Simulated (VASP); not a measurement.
# PbI2 (P-3m1) in VASP: notebook

One crystal, PbI2, is run at these levels: PBEsol; tasks: relaxation of cell and atoms.

Program: VASP 6.6.1. These are calculated values, not measurements. Logs are shortened: lines on timing, memory, paths and dates and some standing lists are left out, and cuts for length are marked.

## (1) Starting point

It takes space group P-3m1 (No. 164, trigonal). The conventional cell has a = 4.555 Å, b = 4.555 Å, c = 6.977 Å, α = 90.00°, β = 90.00°, γ = 120.00°. Pb (site symmetry -3m) has 6 I at 3.21 Å as nearest neighbours. I (site symmetry 3m) has 3 Pb at 3.21 Å as nearest neighbours.

## (2) Relaxation of cell and atoms, PBEsol

The input, INCAR:

```
SYSTEM = PbI2
  PREC = Accurate
  ENCUT = 600
  EDIFF = 1E-6
  ISMEAR = 0
  SIGMA = 0.03
  LREAL = .False.
  LASPH = .True.
  NELM = 80
  ALGO = Normal
  ISIF = 3
  LWAVE = .False.
  LCHARG = .False.
  GGA = PS
  IBRION = 2
  NSW = 90
  EDIFFG = -0.01
  KPAR = 2
```

The input, KPOINTS:

```
regular mesh
0
Gamma
  9 9 4
  0 0 0
```

The input, POSCAR:

```
PbI2
1.0
    4.5550000000      0.0000000000      0.0000000000
   -2.2775000000      3.9447457142      0.0000000000
    0.0000000000      0.0000000000      6.9770000000
Pb I
1 2
Direct
    0.0000000000      0.0000000000      0.0000000000
    0.3333333333      0.6666666667      0.2650000000
    0.6666666667      0.3333333333      0.7350000000
```

Potentials or basis: VASP PAW PBE potentials, release 64 (Pb_d, I).

Launch:

```console
cat potpaw_PBE.64/Pb_d/POTCAR potpaw_PBE.64/I/POTCAR > POTCAR
mpirun -np 2 vasp_std > vasp.out
```

OUTCAR:

```text
SYSTEM = PbI2
   PREC = Accurate
   ENCUT = 600
   EDIFF = 1E-6
   ISMEAR = 0
   LREAL = .False.
   LASPH = .True.
   NELM = 80
   ISIF = 3
   GGA = PS
   IBRION = 2
   NSW = 90
   EDIFFG = -0.01

 ion  position               nearest neighbor table
   1  0.000  0.000  0.000-   2 3.21   3 3.21   2 3.21   3 3.21   3 3.21   2 3.21
   2  0.333  0.667  0.265-   1 3.21   1 3.21   1 3.21
   3  0.667  0.333  0.735-   1 3.21   1 3.21   1 3.21

  LATTYP: Found a hexagonal cell.
 ALAT       =     4.5550000000
 C/A-ratio  =     1.5317233809

  Lattice vectors:

 A1 = (   4.5550000000,   0.0000000000,   0.0000000000)
 A2 = (  -2.2775000000,   3.9447457142,   0.0000000000)
 A3 = (   0.0000000000,   0.0000000000,   6.9770000000)

Analysis of symmetry for initial positions (statically):
=====================================================================
 Subroutine PRICEL returns:
 Original cell was already a primitive cell.

 Routine SETGRP: Setting up the symmetry group for a
 hexagonal supercell.

 Subroutine GETGRP returns: Found 12 space group operations
 (whereof 12 operations were pure point group operations)
 out of a pool of 24 trial point group operations.

The static configuration has the point symmetry D_3d.

Analysis of symmetry for dynamics (positions and initial velocities):
=====================================================================
 Subroutine PRICEL returns:
 Original cell was already a primitive cell.

 Routine SETGRP: Setting up the symmetry group for a
 hexagonal supercell.

 Subroutine GETGRP returns: Found 12 space group operations
 (whereof 12 operations were pure point group operations)
 out of a pool of 24 trial point group operations.

The dynamic configuration has the point symmetry D_3d.

 Subroutine INISYM returns: Found 12 space group operations
 (whereof 12 operations are pure point group operations),
 and found     1 'primitive' translations

----------------------------------------------------------------------------------------

                                     Primitive cell

  volume of cell :     125.3649

  direct lattice vectors                    reciprocal lattice vectors
     4.555000000  0.000000000  0.000000000     0.219538968  0.126750882  0.000000000
    -2.277500000  3.944745714  0.000000000     0.000000000  0.253501765  0.000000000
     0.000000000  0.000000000  6.977000000     0.000000000  0.000000000  0.143328078

  length of vectors
     4.555000000  4.555000000  6.977000000     0.253501765  0.253501765  0.143328078

  position of ions in fractional coordinates (direct lattice)
     0.000000000  0.000000000  0.000000000
     0.333333333  0.666666667  0.265000000
     0.666666667  0.333333333  0.735000000

  ion indices of the primitive-cell ions
   primitive index   ion index
                 1           1
                 2           2
                 3           3

----------------------------------------------------------------------------------------

 KPOINTS: regular mesh

Automatic generation of k-mesh.
 Grid dimensions read from file:
 generate k-points for:    9    9    4

 Generating k-lattice:

  Cartesian coordinates                     Fractional coordinates (reciprocal lattice)
     0.024393219  0.014083431  0.000000000     0.111111111  0.000000000  0.000000000
     0.000000000  0.028166863  0.000000000     0.000000000  0.111111111  0.000000000
     0.000000000  0.000000000  0.035832019     0.000000000  0.000000000  0.250000000

  Length of vectors
     0.028166863  0.028166863  0.035832019

  Shift w.r.t. Gamma in fractional coordinates (k-lattice)
     0.000000000  0.000000000  0.000000000

 Subroutine IBZKPT returns following result:
 ===========================================

 Found     43 irreducible k-points:

 Following reciprocal coordinates:
            Coordinates               Weight
  0.000000  0.000000  0.000000      1.000000
  0.111111  0.000000  0.000000      6.000000
  0.222222 -0.000000  0.000000      6.000000
  0.333333  0.000000  0.000000      6.000000
  0.444444 -0.000000  0.000000      6.000000
  0.111111  0.111111  0.000000      6.000000
[... 16 lines left out ...]
  0.222222  0.111111  0.250000     12.000000
 -0.111111  0.333333  0.250000     12.000000
 [... further k-points ...]
   k-points           NKPTS =     43   k-points in BZ     NKDIM =     43   number of bands    NBANDS=     18
   number of dos      NEDOS =    301   number of ions     NIONS =      3
   total plane-waves  NPLWV =  72576
   dimension x,y,z NGX =    36 NGY =   36 NGZ =   56
   dimension x,y,z NGXF=    72 NGYF=   72 NGZF=  112
   ions per type =               1   2
   NGX,Y,Z   is equivalent  to a cutoff of  13.14, 13.14, 13.34 a.u.
   NGXF,Y,Z  is equivalent  to a cutoff of  26.28, 26.28, 26.69 a.u.
 SYSTEM =  PbI2
   PREC   = accura    normal or accurate (medium, high low for compatibility)
   ISTART =      0    job   : 0-new  1-cont  2-samecut
   ICHARG =      2    charge: 1-file 2-atom 10-const
   ISPIN  =      1    spin polarized calculation?
   LNONCOLLINEAR =      F non collinear calculations
   LSORBIT =      F    spin-orbit coupling
   LASPH  =      T    aspherical Exc in radial PAW
   ENCUT  =  600.0 eV  44.10 Ry    6.64 a.u.   9.10  9.10 13.93*2*pi/ulx,y,z
   NELM   =     80;   NELMIN=  2; NELMDL= -5     # of ELM steps
   EDIFF  = 0.1E-05   stopping-criterion for ELM
   LREAL  =      F    real-space projection
   EDIFFG = -.1E-01   stopping-criterion for IOM
   NSW    =     90    number of steps for IOM
   IBRION =      2    ionic relax: 0-MD 1-quasi-New 2-CG
   NFREE  =      1    steps in history (QN), initial steepest desc. (CG)
   ISIF   =      3    stress and relaxation
   ISYM   =      2    0-nonsym 1-usesym 2-fastsym
   POTIM  = 0.5000    time-step for ionic-motion
   TEBEG  =    0.0;   TEEND  =   0.0 temperature during run
   PSTRESS=    0.0 pullay stress
   NELECT =      28.0000    total number of electrons
   NUPDOWN=      -1.0000    fix difference up-down
   EMIN   =  10.00;   EMAX   =-10.00  energy-range for DOS
   EFERMI =   0.00;   METHOD = LEGACY
   ISMEAR =     0;   SIGMA  =   0.03  broadening in eV -4-tet -1-fermi 0-gaus
   EFERMI_NEDOS =   21; number of points for ismear=-14 and -15
   IALGO  =     38    algorithm
   IMIX   =      4    mixing-type and parameters
     AMIX     =   0.40;   BMIX     =  1.00
     AMIX_MAG =   1.60;   BMIX_MAG =  1.00
  volume/ion in A,a.u.               =      41.79       282.00
  Fermi-wavevector in a.u.,A,eV,Ry     =   0.993273  1.877015 13.423400  0.986592
  Thomas-Fermi vector in A             =   2.125144
   LORBIT       =      0    0 simple, 1 ext, 2 COOP (PROOUT), +10 PAW based schemes
   GGA     = PS    functional components
   LHFCALC =     F    Hartree Fock is set to
   AEXX    =    0.0000 exact exchange contribution
   IVDW    =     0    specifies the selected vdW correction
   LEPSILON=     F    determine dielectric tensor
   LRPA    =     F    only Hartree local field effects (RPA)
 conjugate gradient relaxation of ions
 non-spin polarized calculation
 Gauss-broadening in eV      SIGMA  =   0.03
  energy-cutoff  :      600.00
  volume of cell :      125.36
 maximum number of plane-waves:      4203
   NGX = 19   NGY = 19   NGZ = 27

--------------------------------------- Ionic step        1  -------------------------------------------

 number of electron      28.0000003 magnetization

 Free energy of the ion-electron system (eV)
  ---------------------------------------------------
  ext. energy  EPLUGINS =         0.00000000
  ---------------------------------------------------
  free energy    TOTEN  =        -9.33772003 eV

  energy without entropy =       -9.33772003  energy(sigma->0) =       -9.33772003

------------------------ aborting loop because EDIFF is reached ----------------------------------------

  FORCE on cell =-STRESS in cart. coord.  units (eV):
  Direction    XX          YY          ZZ          XY          YZ          ZX
  --------------------------------------------------------------------------------------
  -------------------------------------------------------------------------------------
  Total        0.0086045      0.0086045      0.1250075      0.0000000     -0.0000000      0.0000000
  in kB        0.1099667      0.1099667      1.5976095      0.0000000     -0.0000000      0.0000000
  external PRESSURE =       0.6058476 kB  Pullay stress =       0.0000000 kB

 VOLUME and BASIS-vectors are now :
 -----------------------------------------------------------------------------
  energy-cutoff  :      600.00
  volume of cell :      125.36
      direct lattice vectors                 reciprocal lattice vectors
     4.555000000  0.000000000  0.000000000     0.219538968  0.126750882  0.000000000
    -2.277500000  3.944745714  0.000000000     0.000000000  0.253501765  0.000000000
     0.000000000  0.000000000  6.977000000     0.000000000  0.000000000  0.143328078
[... 112 lines left out ...]
 POSITION                                       TOTAL-FORCE (eV/Angst)
 -----------------------------------------------------------------------------------
      0.00000      0.00000      0.00000         0.000000     -0.000000      0.000000
     -0.00000      2.62774      1.85741         0.000000      0.000000     -0.010107
      2.27569      1.31387      5.15054        -0.000000     -0.000000      0.010107
 -----------------------------------------------------------------------------------
    total drift:                               -0.000000     -0.000000     -0.000000

  FREE ENERGIE OF THE ION-ELECTRON SYSTEM (eV)
  ---------------------------------------------------
  free  energy   TOTEN  =        -9.3380869199 eV

  energy  without entropy=       -9.3380869199  energy(sigma->0) =       -9.33808692

--------------------------------------- Ionic step        5  -------------------------------------------

 number of electron      28.0000004 magnetization

 Free energy of the ion-electron system (eV)
  ---------------------------------------------------
  ext. energy  EPLUGINS =         0.00000000
  ---------------------------------------------------
  free energy    TOTEN  =        -9.33816828 eV

  energy without entropy =       -9.33816828  energy(sigma->0) =       -9.33816828

 E-fermi :   2.6877     XC(G=0):  -8.3042

 val. band max:        2.5364302883   @ k =   0.0000   0.0000   0.5000
 cond. band min:       4.6635512472   @ k =   0.0000   0.0000   0.5000
 fundamental gap:      2.1271209589
 Fermi energy:         2.6876926868

 k-point     1 :       0.0000    0.0000    0.0000
  band No.  band energies     occupation
      1     -13.5038      2.00000
      2     -13.5038      2.00000
      3     -13.4883      2.00000
      4     -13.4798      2.00000
      5     -13.4798      2.00000
      6      -9.7129      2.00000
[... 10 lines left out ...]
     17       5.8491      0.00000
     18       8.7722      0.00000
[... 463 lines left out ...]
 k-point    24 :      -0.1111    0.3333    0.2500
  band No.  band energies     occupation
      1     -13.5291      2.00000
      2     -13.5007      2.00000
      3     -13.4847      2.00000
      4     -13.4797      2.00000
      5     -13.4725      2.00000
      6      -9.3064      2.00000
[... 10 lines left out ...]
     17       6.7228      0.00000
     18       8.6908      0.00000

 [... further k-points ...]

------------------------ aborting loop because EDIFF is reached ----------------------------------------

  FORCE on cell =-STRESS in cart. coord.  units (eV):
  Direction    XX          YY          ZZ          XY          YZ          ZX
  --------------------------------------------------------------------------------------
  -------------------------------------------------------------------------------------
  Total       -0.0183464     -0.0183464      0.0292919      0.0000000      0.0000000      0.0000000
  in kB       -0.2338961     -0.2338961      0.3734389      0.0000000      0.0000000      0.0000000
  external PRESSURE =      -0.0314511 kB  Pullay stress =       0.0000000 kB

 VOLUME and BASIS-vectors are now :
 -----------------------------------------------------------------------------
  energy-cutoff  :      600.00
  volume of cell :      125.67
      direct lattice vectors                 reciprocal lattice vectors
     4.548055091  0.000000000  0.000000000     0.219874206  0.126944432  0.000000000
    -2.274027546  3.938731247  0.000000000     0.000000000  0.253888864  0.000000000
    -0.000000000 -0.000000000  7.015463460     0.000000000 -0.000000000  0.142542258

 POSITION                                       TOTAL-FORCE (eV/Angst)
 -----------------------------------------------------------------------------------
      0.00000     -0.00000      7.01546         0.000000     -0.000000      0.000000
     -0.00000      2.62582      1.85910        -0.000000      0.000000     -0.008941
      2.27403      1.31291      5.15636         0.000000     -0.000000      0.008941
 -----------------------------------------------------------------------------------
    total drift:                                0.000000     -0.000000      0.000000

  FREE ENERGIE OF THE ION-ELECTRON SYSTEM (eV)
  ---------------------------------------------------
  free  energy   TOTEN  =        -9.3381682760 eV

  energy  without entropy=       -9.3381682760  energy(sigma->0) =       -9.33816828

 reached required accuracy - stopping structural energy minimisation
```

Run time: 1.7 min. Hardware: 2 MPI ranks of Intel Xeon Platinum 8488C (Sapphire Rapids), shared host; peak memory 0.33 GiB.

Results:

```
Free energy                            : -9.3382 eV
Relaxed volume                         : 41.89 Å³/atom
Relaxed cell                           : a = 4.548 Å, b = 4.548 Å, c = 7.015 Å, α = 90.00°, β = 90.00°, γ = 120.00°
Space group after relaxing (to 0.05 Å) : P-3m1 (No. 164)
Energy gained by relaxing              : 0.1 meV/atom
Ionic steps                            : 5
Pressure after relaxing                : 0.0 GPa
Largest force after relaxing           : 0.009 eV/Å
Band gap on the k mesh                 : 2.13 eV, direct
```

Forces in eV/Å, atoms in the order of the input:
```
Pb   0.000  0.000  0.000
I    0.000  0.000 -0.009
I    0.000  0.000  0.009
```

Step by step:
| step | energy change (eV) | largest force (eV/Å) | pressure (GPa) | volume (Å³) |
| --- | --- | --- | --- | --- |
| 1 | 0.0000 | 0.0100 | 0.06 | 125.36 |
| 2 | -0.0002 | 0.0051 | -0.01 | 125.65 |
| 3 | -0.0002 | 0.0122 | -0.04 | 125.79 |
| 4 | -0.0004 | 0.0101 | -0.02 | 125.72 |
| 5 | -0.0004 | 0.0089 | 0.00 | 125.67 |

Final structure:
```
Pb I
1.0
     4.54806    0.00000    0.00000
    -2.27403    3.93873    0.00000
     0.00000    0.00000    7.01546
Pb I
1 2
Cartesian
  0.0000 0.0000 7.0155
  0.0000 2.6258 1.8591
  2.2740 1.3129 5.1564
```

Caveat: the PAW data sets were made with another functional, which shifts forces and pressure a little; spin-orbit coupling is left out, which as a rule narrows the gap of such compounds by several tenths of an eV; an odd mesh through Γ misses points on the zone boundary, where band edges often lie; this functional lacks dispersion, which binds the layers, so the pressure and a relaxed spacing across them are unreliable.

## (3) Relaxation of cell and atoms, PBEsol

This run uses another cell than the first one, of 41.89 Å³/atom, 1.002 times its volume.

INCAR, as its differences from that of step 2:

```diff
@@ -3,3 +3,3 @@
   ENCUT = 600
-  EDIFF = 1E-6
+  EDIFF = 1E-7
   ISMEAR = 0
@@ -16,3 +16,3 @@
   NSW = 90
-  EDIFFG = -0.01
+  EDIFFG = -0.005
   KPAR = 2
```

KPOINTS is that of step 2.

The input, POSCAR:

```
PbI2                                    
1.0
    4.5480550911      0.0000000000      0.0000000000
   -2.2740275455      3.9387312467      0.0000000000
   -0.0000000000     -0.0000000000      7.0154634600
  Pb              I             
     1     2
Direct
     0.0000000000000000    0.0000000000000000    1.0000000000000000
     0.3333333332999970    0.6666666667000030    0.2650005512795417
     0.6666666667000030    0.3333333332999970    0.7349994487204584
```

Potentials or basis: VASP PAW PBE potentials, release 64 (Pb_d, I).

Launch:

```console
cat potpaw_PBE.64/Pb_d/POTCAR potpaw_PBE.64/I/POTCAR > POTCAR
mpirun -np 2 vasp_std > vasp.out
```

It took 3.8 min on 2 MPI ranks of Intel Xeon Platinum 8488C (Sapphire Rapids), shared host; peak memory 0.32 GiB.

The run converged. Its results:

| Item | Value |
| --- | --- |
| Free energy | -9.3384 eV |
| Relaxed volume | 42.03 Å³/atom |
| Relaxed cell | a = 4.538 Å, b = 4.538 Å, c = 7.070 Å, α = 90.00°, β = 90.00°, γ = 120.00° |
| Space group after relaxing (to 0.05 Å) | P-3m1 (No. 164) |
| Energy gained by relaxing | 0.1 meV/atom |
| Ionic steps | 12 |
| Pressure after relaxing | 0.0 GPa |
| Largest force after relaxing | 0.004 eV/Å |
| Band gap on the k mesh | 2.15 eV, direct |

Forces on the atoms (eV/Å):
```
Pb   0.000  0.000  0.000
I    0.000  0.000 -0.004
I    0.000  0.000  0.004
```

Step by step:
```tsv
step	energy change (eV)	largest force (eV/Å)	pressure (GPa)	volume (Å³)
1	0.0000	0.0090	-0.01	125.67
2	0.0000	0.0070	0.01	125.64
3	-0.0001	0.0044	0.02	125.61
4	-0.0001	0.0007	0.05	125.53
5	-0.0001	0.0008	0.05	125.57
6	-0.0002	0.0053	0.02	125.71
7	-0.0002	0.0142	-0.02	125.98
8	-0.0002	0.0105	0.00	125.87
9	-0.0002	0.0110	0.00	125.88
10	-0.0002	0.0103	0.00	125.90
11	-0.0002	0.0083	0.00	125.96
12	-0.0002	0.0042	0.01	126.08
```

Final structure:
```cif
data_structure
_symmetry_space_group_name_H-M 'P 1'
_symmetry_Int_Tables_number 1
_cell_length_a 4.5376
_cell_length_b 4.5376
_cell_length_c 7.0704
_cell_angle_alpha 90.000
_cell_angle_beta 90.000
_cell_angle_gamma 120.000
_cell_volume 126.08
loop_
_atom_site_label
_atom_site_type_symbol
_atom_site_fract_x
_atom_site_fract_y
_atom_site_fract_z
_atom_site_occupancy
Pb1 Pb 0.00000 0.00000 0.00000 1
I1 I 0.33333 0.66667 0.26383 1
I2 I 0.66667 0.33333 0.73617 1
```

Levels at points of the mesh, in eV from the valence-band top:
```
           k point  band 11  band 12  band 13  band 14  band 15  band 16  band 17  band 18
(0.00, 0.00, 0.00)    -1.00    -0.89    -0.89    -0.77     2.40     3.33     3.33     6.23
(0.00, 0.00, 0.50)    -1.12    -0.73    -0.73     0.00     2.15     3.16     3.16     6.29
```

Caveat: the PAW data sets were made with another functional, which shifts forces and pressure a little; spin-orbit coupling is left out, which as a rule narrows the gap of such compounds by several tenths of an eV; an odd mesh through Γ misses points on the zone boundary, where band edges often lie; this functional lacks dispersion, which binds the layers, so the pressure and a relaxed spacing across them are unreliable.
